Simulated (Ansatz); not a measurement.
The system is Ti.

```
CELL_PARAMETERS angstrom
0.00000 2.03000 2.03000
2.03000 0.00000 2.03000
2.03000 2.03000 0.00000
ATOMIC_POSITIONS crystal
Ti 0.00000 0.00000 0.00000
```

This isn't the form of Ti at room conditions, which is hcp.

Program: Ansatz 0.2.0. Alike in all runs: potentials or basis Ansatz PAW; no spin polarisation; cell as given; k mesh 11 × 11 × 11; cutoff (eV) 420.

Q: Order these runs on this cell by their pressure, lowest first.
A. level LDA; smearing fermi-dirac 0.05 eV; points for each segment of the path 14
B. level PBE; smearing gaussian 0.027 eV
C. level PBEsol; smearing fermi-dirac 0.05 eV; points for each segment of the path 14
D. level RPBE; smearing fermi-dirac 0.05 eV; points for each segment of the path 14

A: A (-5.1 GPa), C (-0.5 GPa), B (3.8 GPa), D (7.6 GPa).

Caveats: the PAW data sets come from PBE, with cores solved anew for the run's functional, which leaves a small shift of forces and pressure (some runs).
